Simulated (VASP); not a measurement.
# Na: intraband terms of a metal's spectrum

Na, Im-3m (no. 229), 1 atom in the cell. PBE, independent-particle dielectric function; PAW potentials Na_pv (PBE set).

## Input

INCAR.step1:
```
SYSTEM = Na
PREC = Accurate
ENCUT = 300
ISMEAR = 1
SIGMA = 0.1
EDIFF = 1E-7
LASPH = .TRUE.
KPAR = 4
LWAVE = .FALSE.
LCHARG = .TRUE.
LMAXMIX = 4
```

INCAR.step2:
```
SYSTEM = Na
PREC = Accurate
ENCUT = 300
ISMEAR = 0
SIGMA = 0.3
EDIFF = 1E-6
LASPH = .TRUE.
KPAR = 4
LWAVE = .TRUE.
LCHARG = .FALSE.
LMAXMIX = 4
ICHARG = 11
NBANDS = 18
NEDOS = 3000
OMEGAMAX = 30
CSHIFT = 0.1
```

INCAR.step3, as INCAR.step2 but for:
```
- LWAVE = .TRUE.
+ LWAVE = .FALSE.
+ LOPTICS = .TRUE.
+ ALGO = None
+ NELM = 1
+ ISTART = 1
```

INCAR.step4, as INCAR.step3 but for:
```
+ WPLASMAI = 0.03
```

INCAR.step5 to INCAR.step6 change the same tag again: WPLASMAI = 0.1, 0.3.

INCAR.step7, as INCAR.step6 but for:
```
- WPLASMAI = 0.3
+ RTIME = 20
```

INCAR.step8, as INCAR.step7 but for:
```
- RTIME = 20
+ RTIME = 5
```

INCAR.step9, as INCAR.step8 but for:
```
- RTIME = 5
+ LNABLA = .TRUE.
```

INCAR.step10, as INCAR.step9 but for:
```
- ISMEAR = 0
- LNABLA = .TRUE.
+ ISMEAR = -5
```

KPOINTS.step1:
```
k-points
0
Gamma
  9 9 9
```

KPOINTS.step2:
```
k-points
0
Gamma
  22 22 22
```

POSCAR:
```
Na
1.0
   -2.1410000000      2.1410000000      2.1410000000
    2.1410000000     -2.1410000000      2.1410000000
    2.1410000000      2.1410000000     -2.1410000000
Na
1
Direct
    0.0000000000      0.0000000000      0.0000000000
```

Commands (each step's output is kept before the next begins):
```
cat potpaw_PBE.64/Na_pv/POTCAR > POTCAR
cp INCAR.step1 INCAR
cp KPOINTS.step1 KPOINTS
mpirun -np 4 vasp_std > vasp.out
cp INCAR.step2 INCAR
cp KPOINTS.step2 KPOINTS
mpirun -np 4 vasp_std > vasp.out
cp INCAR.step3 INCAR
mpirun -np 4 vasp_std > vasp.out
cp INCAR.step4 INCAR
mpirun -np 4 vasp_std > vasp.out
cp INCAR.step5 INCAR
mpirun -np 4 vasp_std > vasp.out
cp INCAR.step6 INCAR
mpirun -np 4 vasp_std > vasp.out
cp INCAR.step7 INCAR
mpirun -np 4 vasp_std > vasp.out
cp INCAR.step8 INCAR
mpirun -np 4 vasp_std > vasp.out
cp INCAR.step9 INCAR
mpirun -np 4 vasp_std > vasp.out
cp INCAR.step10 INCAR
mpirun -np 4 vasp_std > vasp.out
```

## Result

- Bands: 18

One ground state, settings moved in the last step alone:

| Settings | Plasma frequency (eV) | Im ε at 0.5 eV | Im ε at 1 eV | Im ε at 2 eV | Im ε at 4 eV | Time (s) |
|---|---|---|---|---|---|---|
| interband part alone | 5.82 | 0.0 | 0.0 | 0.1 | 0.0 | 5 |
| Drude term, WPLASMAI 0.03 | 5.82 | 8.1 | 1.0 | 0.2 | 0.0 | 5 |
| Drude term, WPLASMAI 0.1 | 5.82 | 26.1 | 3.4 | 0.5 | 0.1 | 5 |
| Drude term, WPLASMAI 0.3 | 5.82 | 59.8 | 9.3 | 1.3 | 0.2 | 5 |
| relaxation time RTIME 20 fs | 5.82 | 8.9 | 1.1 | 0.2 | 0.0 | 5 |
| relaxation time RTIME 5 fs | 5.82 | 33.4 | 4.4 | 0.6 | 0.1 | 4 |
| transversal form (LNABLA) | 5.88 | 0.0 | 0.0 | 0.1 | 0.0 | 4 |
| tetrahedron method | – | – | – | – | – | no result |

VASP 6.6.1 took 49 s on 4 cores (AMD EPYC 7R13 (Zen 3)), a shared host.
